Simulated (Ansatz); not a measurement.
# SiC: a tetragonal deformation path

The task here is to estimate one member of a computed series from the others.

The COD entry's cell or inner coordinates are ideal or old and differ from later refinements, so a difference from it is no clean test against experiment.

Program: Ansatz 0.2.0. Level of theory: DFT r2SCAN, scalar-relativistic, plane waves, PAW. These are calculated values, not measurements.

1 further run of the same task is left out (set aside as unsound or not needed).

## The structure to begin with

It takes space group F-43m (No. 216, cubic). The conventional cell has a = 4.356 Å, b = 4.356 Å, c = 4.356 Å, α = 90.00°, β = 90.00°, γ = 90.00°. Si (site symmetry -43m) is surrounded by 4 C at 1.89 Å. C (site symmetry -43m) has 4 Si at 1.89 Å as nearest neighbours.

Structure file:

```xyz
2
Lattice="0.0000 2.1781 2.1781 2.1781 0.0000 2.1781 2.1781 2.1781 0.0000" Properties=species:S:1:pos:R:3 pbc="T T T"
Si    0.0000    0.0000    0.0000
C     3.2672    3.2672    3.2672
```

It is the result of an earlier relaxation at this level (volume 10.33 Å³/atom; gap on the mesh: 1.71 eV).

The first run:

Input file input.yaml:

```yaml
crystal:
  lattice:
    - [0.0, 2.178144982, 2.178144982]
    - [2.178144982, 0.0, 2.178144982]
    - [2.178144982, 2.178144982, 0.0]
  atoms:
    - { symbol: Si, position: [0.0, 0.0, 0.0] }
    - { symbol: C, position: [0.75, 0.75, 0.75] }
basis:
  ecutwfc: 500
kpoints:
  mp_grid: { grid: [12, 12, 12] }
hamiltonian:
  xc: r2scan
scf:
  occupations: { method: gaussian, width: 0.05 }
output:
  forces: true
  stress: true
  eigenvalues: true
```

Launch:

```console
> ansatz run input.yaml --threads 1 --pin off --max-ram 2560MiB --backend cpu --events-out ev --progress --plain --runs-dir out
```

Steps of the session up to this table: The reference: the undisturbed cell on the scan's mesh; Point ρ = 0.707; Point ρ = 1.414; Point ρ = 0.850; Point ρ = 1.200; Point ρ = 0.780; Point ρ = 1.300; Point ρ = 0.920; Point ρ = 1.100; Point ρ = 0.650; ρ = 1.500; At ρ = 0.960; Point ρ = 1.050.

One of the session's tables, all rows but one given; the rest of the session is left out.

It belongs to the step «The scan collected». 

```
    ρ  ΔE (meV/atom)  pressure (GPa)  gap on the mesh (eV)
0.650          691.6           -12.5                  0.00
0.707          481.9            -9.0                  0.00
0.780          270.4            -5.0                  0.00
0.850          127.6            -2.1                  0.28
0.920           37.3            -0.5                  0.89
0.960              ?               ?                     ?
1.000            0.0             0.0                  1.71
1.050           15.3            -0.2                  1.45
1.100           62.0            -0.5                  1.17
1.200          252.1            -1.6                  0.60
1.300          568.6            -2.6                  0.00
1.414         1059.7            -2.7                  0.00
1.500         1434.6            -1.3                  0.00
```

Estimate the missing values for ρ = 0.960.

Worked estimate for «ΔE (meV/atom)». A straight line through the neighbours (0.920, 37.3) and (1.000, 0.0) gives 37.3 + (0.0 − 37.3) × (0.960 − 0.920) / (1.000 − 0.920) = 18.7; a parabola fitted to 4 rows on both sides gives 9.6.

**Answer.** ΔE (meV/atom): 9.5; pressure (GPa): -0.1; gap on the mesh (eV): 1.29. In «ΔE (meV/atom)» the line misses by +9.2 and the parabola by +0.1.

Where the gap reads zero, the mesh chosen for the insulator is on the coarse side.
